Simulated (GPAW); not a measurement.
Wanted: an ASE script for a GPAW 26.7.0 run.

* Task: single point
* Functional: PBE
* Potentials or basis: GPAW PAW data sets (gpaw-data 1.2.1)
* Cutoff: 600 eV
* Basis: pw
* k mesh: 12 × 12 × 12
* Occupations: gaussian, width 0.025 eV
* Spin: no spin polarisation
* Maxiter: 150

The structure of Si2Mo lies in POSCAR:

```
Si2Mo
1.0
   -1.6000000000      1.6000000000      3.9305000000
    1.6000000000     -1.6000000000      3.9305000000
    1.6000000000      1.6000000000     -3.9305000000
Mo Si
1 2
Direct
    0.0000000000      0.0000000000      0.0000000000
    0.6670000000      0.6670000000      0.0000000000
    0.3330000000      0.3330000000      0.0000000000
```

These files were run (other wordings do the same):

run.py

```python
from ase.dft.bandgap import bandgap
from ase.io import read, write
from ase.units import Bohr, GPa
from gpaw import GPAW, PW
from gpaw.elf import elf_from_dft_calculation

atoms = read('POSCAR')

calc = GPAW(mode=PW(600),
            xc='PBE',
            kpts={'size': (12, 12, 12), 'gamma': True},
            occupations={'name': 'methfessel-paxton', 'order': 0, 'width': 0.025},
            nbands=23,
            convergence={'density': 1e-05, 'energy': 1e-05},
            maxiter=150,
            txt='gpaw.txt')
atoms.calc = calc
energy = atoms.get_potential_energy()
forces = atoms.get_forces()
stress = atoms.get_stress()
calc.write('gs.gpw')
write('result.traj', atoms)
print(f'Energy: {energy:.6f} eV')
print('Forces (eV/A):')
print(forces.round(4))
print('Stress (GPa):', (stress / GPa).round(3))
print('Fermi level:', round(calc.get_fermi_level(), 4), 'eV')
print(f'Gap: {bandgap(calc)[0]:.4f} eV, direct: {bandgap(calc, direct=True)[0]:.4f} eV')

# fields on the real-space grid
write('density.cube', atoms, data=calc.get_pseudo_density() * Bohr**3)
write('potential.cube', atoms, data=calc.get_electrostatic_potential())
write('elf.cube', atoms, data=elf_from_dft_calculation(calc).data)
```

Potentials or basis: GPAW PAW data sets (gpaw-data 1.2.1), pw.

Launch:

```bash
$ OMP_NUM_THREADS=1 python run.py
```

Results of the run:

```
Pressure               : 2.8 GPa
Largest force          : 0.263 eV/Å
Band gap on the k mesh : none (metal or under the smearing width)
```

Run time: 2.7 min on 1 thread of Intel(R) Xeon(R) 6975P-C (Granite Rapids), on a shared host, peak memory 0.29 GiB.
